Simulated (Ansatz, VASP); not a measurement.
**Two plane-wave programs on Ti**

File INCAR:

```
SYSTEM = Ti
ALGO = Normal
EDIFF = 1E-6
ENCUT = 520
GGA = CA
ISIF = 2
ISMEAR = 1
LASPH = .TRUE.
LCHARG = .FALSE.
LREAL = .FALSE.
LWAVE = .FALSE.
NBANDS = 19
NELM = 60
PREC = Accurate
SIGMA = 0.3
```

The input KPOINTS:

```
k-points
0
G
  13 13 7
  0 0 0
```

POSCAR

```
Ti
1.0
    2.8638698861      0.0000000000      0.0000000000
   -1.4319349430      2.4801840745      0.0000000000
    0.0000000000      0.0000000000      4.5399943151
Ti
2
Direct
    0.3333333333      0.6666666667      0.2500000000
    0.6666666667      0.3333333333      0.7500000000
```

Input for Ansatz:

```yaml
crystal:
  lattice:
    - [2.8638698861, 0.0, 0.0]
    - [-1.431934943, 2.4801840745, 0.0]
    - [0.0, 0.0, 4.5399943151]
  atoms:
    - { symbol: Ti, position: [0.3333333333, 0.6666666667, 0.25] }
    - { symbol: Ti, position: [0.6666666667, 0.3333333333, 0.75] }
hamiltonian:
  xc: lda
  pseudopotentials:
    kind: paw
    azcp:
      Ti: "pseudopotentials/Ti.paw.azcp"
basis:
  ecutwfc: 420
  fft_grid_basis: typed
kpoints:
  mp_grid: { grid: [13, 13, 7], shift: [0, 0, 0] }
magnetization:
  spin_polarized: false
scf:
  occupations: { method: methfessel_paxton, width: 0.3 }
  lower_state_search: "off"
output:
  stress: true
```

Alike in both runs: task single point; functional LDA; k mesh 13 × 13 × 7; occupations methfessel-paxton of order 1, width 0.3 eV; no spin polarisation.

|  | VASP | Ansatz |
| --- | --- | --- |
| version | VASP 6.6.1 | Ansatz 0.2.0 |
| potentials or method | VASP PAW LDA potentials, release 64 (Ti_sv) | plane waves (420 eV) with PAW, scalar-relativistic |
| plane-wave cutoff (eV) | 520 | 420 |
| valence electrons in the cell | 24 | 24 |

|  | VASP | Ansatz | Ansatz less VASP |
| --- | --- | --- | --- |
| pressure (GPa) | -0.3 | -0.2 | +0.11 |
| largest component of the traceless stress (GPa) | 0.03 | 0.05 | +0.019 |

Ansatz warned: «pseudo_functional_mismatch».
